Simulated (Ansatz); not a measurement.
# Sn (P-1) in Ansatz: convergence with k mesh

Aim: find how far k mesh must go before the results for Sn settle, at LDA. This setting moves, with any that are tied to it; all else stays.

All numbers are computed with Ansatz 0.2.0; they aren't measurements. Logs are shortened: lines on timing, memory, paths and dates and some standing lists are left out, and cuts for length are marked.

**1. The structure**

The typed cell holds 1 atom: a = 3.269 Å, b = 3.303 Å, c = 3.287 Å, α = 110.00°, β = 108.91°, γ = 109.87°.

This isn't the form of Sn at room conditions, which is tetragonal (white tin).

**2. With k mesh 3 × 3 × 3**

Contents of input.yaml:

```yaml
crystal:
  lattice:
    - [-1.89113827, 1.89779276, 1.87320021]
    - [1.8971113, -1.92153722, 1.90291771]
    - [1.88324499, 1.91364394, -1.89694467]
  atoms:
    - { symbol: Sn, position: [0.0, 0.0, 0.0] }
hamiltonian:
  xc: lda
  pseudopotentials: { kind: paw, source: jth, xc_functional: pbe }
kpoints:
  mp_grid: { grid: [3, 3, 3] }
scf:
  occupations: { method: gaussian, width: 0.05 }
output:
  forces: true
  stress: true
  eigenvalues: true
```

Potentials or basis: JTH PAW.

Started as:

```sh
$ ansatz run input.yaml --threads 2 --pin off --max-ram 5632MiB --backend cpu --events-out ev --progress --plain --runs-dir out
```

Run time: 6.3 s. Hardware: 2 threads of Arm Neoverse V1, shared host; peak memory 0.97 GiB.

Results:

```yaml
Free_energy: -5870.3578 eV
Pressure: -5.2 GPa
Band_gap_on_the_k_mesh: none (metal or under the smearing width)
```

**3. With k mesh 4 × 4 × 4**

input.yaml: that of step 2 with these lines changed.

```diff
@@ -11,3 +11,3 @@
 kpoints:
-  mp_grid: { grid: [3, 3, 3] }
+  mp_grid: { grid: [4, 4, 4] }
 scf:
```

Potentials or basis: JTH PAW.

Started as:

```sh
$ ansatz run input.yaml --threads 2 --pin off --max-ram 5632MiB --backend cpu --events-out ev --progress --plain --runs-dir out
```

It took 13 s on 2 threads of Arm Neoverse V1, shared host; peak memory 1.3 GiB.

What came out:

```yaml
Free_energy: -5870.2258 eV
Pressure: -3.5 GPa
Band_gap_on_the_k_mesh: none (metal or under the smearing width)
```

**4. With k mesh 5 × 5 × 5**

input.yaml: that of step 3 with these lines changed.

```diff
@@ -11,3 +11,3 @@
 kpoints:
-  mp_grid: { grid: [4, 4, 4] }
+  mp_grid: { grid: [5, 5, 5] }
 scf:
```

Started as:

```sh
$ ansatz run input.yaml --threads 2 --pin off --max-ram 5632MiB --backend cpu --events-out ev --progress --plain --runs-dir out
```

It took 23 s on 2 threads of Arm Neoverse V1, shared host; peak memory 1.6 GiB.

What came out:

```
Free energy            : -5870.1268 eV
Pressure               : 0.9 GPa
Band gap on the k mesh : none (metal or under the smearing width)
```

**5. With k mesh 6 × 6 × 6**

input.yaml: that of step 4 with these lines changed.

```diff
@@ -11,3 +11,3 @@
 kpoints:
-  mp_grid: { grid: [5, 5, 5] }
+  mp_grid: { grid: [6, 6, 6] }
 scf:
```

Started as:

```sh
$ ansatz run input.yaml --threads 2 --pin off --max-ram 5632MiB --backend cpu --events-out ev --progress --plain --runs-dir out
```

Run time: 43 s. Hardware: 2 threads of Arm Neoverse V1, shared host; peak memory 2.3 GiB.

Results:

- Free energy: -5870.3694 eV
- Pressure: -3.4 GPa
- Band gap on the k mesh: none (metal or under the smearing width)

**6. With k mesh 7 × 7 × 7**

input.yaml: that of step 5 with these lines changed.

```diff
@@ -11,3 +11,3 @@
 kpoints:
-  mp_grid: { grid: [6, 6, 6] }
+  mp_grid: { grid: [7, 7, 7] }
 scf:
```

Potentials or basis: JTH PAW.

Started as:

```sh
$ ansatz run input.yaml --threads 2 --pin off --max-ram 5632MiB --backend cpu --events-out ev --progress --plain --runs-dir out
```

It took 62 s on 2 threads of Arm Neoverse V1, shared host; peak memory 3.1 GiB.

The run converged. Its results:

```yaml
Free_energy: -5870.3709 eV
Pressure: -3.0 GPa
Band_gap_on_the_k_mesh: none (metal or under the smearing width)
```

**7. With k mesh 9 × 9 × 9**

input.yaml: that of step 6 with these lines changed.

```diff
@@ -11,3 +11,3 @@
 kpoints:
-  mp_grid: { grid: [7, 7, 7] }
+  mp_grid: { grid: [9, 9, 9] }
 scf:
```

Potentials or basis: JTH PAW.

Started as:

```sh
$ ansatz run input.yaml --threads 2 --pin off --max-ram 5632MiB --backend cpu --events-out ev --progress --plain --runs-dir out
```

Output:

```text
Warning: the checks of this Sn dataset prove no rule for summing its radial tables, as where they were carried onto another mesh than they were made on, and Gregory's rule is taken, under which a leading mesh point left out moves its sums only by what lay on the interval it spanned. That does not make them correct, and they differ from Quantum ESPRESSO's on this file; a re-export a fraction of a mesh step off can move them. hamiltonian.pseudopotentials.radial_quadrature: simpson_from_first_knot sums it by `pw.x`'s rule; on a PAW file no value gives `pw.x`'s numbers. What more to know: hamiltonian.pseudopotentials.radial_quadrature, in the input reference
Warning: RAYON_NUM_THREADS=2 ignored (pool sized by the plan → 2); use --threads N
Engine: ansatz 0.2.0, aarch64-unknown-linux-gnu
Pseudopotentials: kind: paw
Pseudopotential: Sn, paw, valence charge 14, recommended cutoff 6600 eV (normal), Sn.paw.azcp
Functional definition: SPW92
  exchange = slater_x
  correlation = pw_c
Crystal: 1 atoms, lattice volume = 27.203 Å³
Basis set: ecut = 6600 eV, 33115 PW (Γ)
Bands: 11, of which v1, the nominal top of the filled ones, is band 7 counted from 1 (6 counted from 0)
Symmetry: 2 space group operations
Space group: P-1 (ITA 2), of the structure as read, at distance tolerance 3.0e-5 Å
k-points: 365 of 729
Non-local potential: Sn, projectors of the file, l = 0: 2, l = 1: 2, l = 2: 2
PAW form: soft (Blöchl's): semilocal exchange-correlation on the pseudo side does not see the compensation charge
PAW frozen core: Sn, regenerated for the run's functional, and the local potential with it (the file was generated under x = pbe(κ = 0.804, μ = 0.2195149727645171), c = pbe(β = 0.06672455060314922))
PAW one-centre angular grid: Sn, 590 points (default); XC on 64 Gauss nodes
Initial density: superposition of atomic densities (chi_scale 0.1, normalization cell)
Initial wavefunctions: pseudopotential atomic-orbital guess
Functional: x = slater, c = lda
SCF iter   1: F=—  HF=-5870.371038 eV  |F-HF|=—  |Δ(HF+E_count)|=         —  Δρ=1.57e-2  dr2=6.31e-2  ethr=3.10e-3  ⟨swp⟩=7.2  Hψ=32994  notcnv=0
preconditioner: auto → Kerker (q_TF=auto, 2.442 Å⁻¹)  [metal: Δε(μ)=0.020 eV  Ē_g=22.827 eV  σ=0.050 eV  W_gap=0.22  n_scr=12 (ndim 8)  ℏωp=26.6 eV  f_vac=0.000  D(μ)=0.76/eV (n_scr^D=0)]
SCF iter   2: F=—  HF=-5870.355601 eV  |F-HF|=—  |Δ(HF+E_count)|=   1.54e-2  Δρ=7.67e-3  dr2=1.94e-2  ethr=4.50e-4  ⟨swp⟩=2.0  Hψ=8215  notcnv=0  defer=68
SCF iter   3: F=—  HF=-5870.347214 eV  |F-HF|=—  |Δ(HF+E_count)|=   8.39e-3  Δρ=2.59e-3  dr2=1.17e-3  ethr=1.39e-4  ⟨swp⟩=2.0  Hψ=7347  notcnv=0  defer=85
SCF iter   4: F=—  HF=-5870.347040 eV  |F-HF|=—  |Δ(HF+E_count)|=   1.74e-4  Δρ=3.06e-4  dr2=2.88e-5  ethr=8.34e-6  ⟨swp⟩=2.2  Hψ=5685  notcnv=0  defer=85
SCF iter   5: F=—  HF=-5870.347070 eV  |F-HF|=—  |Δ(HF+E_count)|=   3.00e-5  Δρ=9.84e-5  dr2=1.37e-6  ethr=2.06e-7  ⟨swp⟩=2.0  Hψ=4472  notcnv=0  defer=85
SCF iter   6: F=-5870.347070 eV  HF=-5870.347070 eV  |F-HF|=6.82e-9  |Δ(HF+E_count)|=   1.33e-8  Δρ=2.32e-5  dr2=8.11e-8  ethr=7.14e-10  ⟨swp⟩=7.5  Hψ=26098  notcnv=0
SCF 1 converged in 6 iterations: F = -5870.347070 eV  dr2 = 8.11e-8
SCF converged after 6 iterations
Free energy (F): -5870.347070 eV
Harris-Foulkes:  -5870.347070 eV  (|F-HF|=6.82e-9)
Internal energy: -5870.345965 eV  (E = F + TS)
E sigma→0 (E₀):  -5870.346518 eV
Entropy (-TS):   -0.001105 eV (-1.105 meV/atom)
Fermi energy:    9.872114 eV
--- Per-component energies (eV) ---
  E_band       = -91.901045
  E_kinetic    = 318.675931
  E_local      = -1752.957452  (includes V_loc(G=0)·N_el)
  E_nonlocal   = 770.199517
  E_hartree    = 648.391761
  E_xc         = -185.358362
  E_vxc        = -124.926130  (∫ρ·V_xc dr)
  E_paw        = -4314.437950  (= ΣΔE_a)
  E_vpaw       = -599.668005  (= ΣTr[D̂ρ^β])
  E_aug_tail   = -0.000003  (compensation charges beyond the density's cutoff)
  E_ewald      = -1355.283108
  E_core_change = 0.423700  (= ΣΔE_core)
  E_smearing   = -0.001105  (= −TS)
  E_closure    = -0.000000  (closes the sum)
  Σ components = -5870.347070   (vs F -5870.347070, Δ=0.00e0)
--- Forces (eV/Å), atoms counted from 1 ---
  atom   1  Sn     0.00000000     0.00000000     0.00000000
  max |Σ_I F_I| component: 0.00e0 eV/Å
--- Stress (GPa, compression-positive) ---
       -3.687007       0.090081      -0.008154
        0.090081      -3.469336       0.336231
       -0.008154       0.336231      -3.602419
  P = ⅓ Tr σ = -3.5863 GPa (-35.863 kbar)
--- Band table (eV; the first three rows and the last of 365) ---
  k-point 0: bands = ["-11.4474", "-11.4427", "-11.4323", "-11.3018", "-11.2992", "-1.1215", "17.6489", "17.8166", "17.8985", "22.2150", "22.3455"]
  k-point 1: bands = ["-11.4462", "-11.4318", "-11.4156", "-11.3076", "-11.3006", "-0.8532", "15.8136", "16.8862", "17.4667", "20.4716", "20.9273"]
  k-point 2: bands = ["-11.4576", "-11.4176", "-11.3498", "-11.3192", "-11.3033", "-0.0475", "12.3328", "15.4146", "16.7024", "19.1973", "19.7095"]
  k-point 364: bands = ["-11.4511", "-11.4206", "-11.3169", "-11.3085", "-11.2720", "1.8280", "9.2416", "11.8813", "12.9820", "21.9078", "22.2468"]
```

Run time: 2.4 min. Hardware: 2 threads of Arm Neoverse V1, shared host; peak memory 5.2 GiB.

What came out:

```
Free energy            : -5870.3471 eV
Pressure               : -3.6 GPa
Band gap on the k mesh : none (metal or under the smearing width)
```

**8. Result**

```csv
k mesh,"energy less the tightest run, at zero smearing (meV/atom)",pressure (GPa),SCF cycles,CPU time (s),peak memory (GiB)
3 × 3 × 3,-9.61,-5.20,6,12,0.97
4 × 4 × 4,124.57,-3.46,6,26,1.3
5 × 5 × 5,221.89,0.94,6,44,1.6
6 × 6 × 6,-22.64,-3.41,6,85,2.3
7 × 7 × 7,-23.59,-3.01,6,120,3.1
9 × 9 × 9,0.00,-3.59,6,280,5.2
```

Not settled before the last step: the energy (to 1 meV/atom), the pressure (to 0.1 GPa). Meshes of other sizes hit other points, so gaps and Fermi surfaces needn't settle smoothly. The tightest run that finished is the yardstick and may itself not be fully converged.
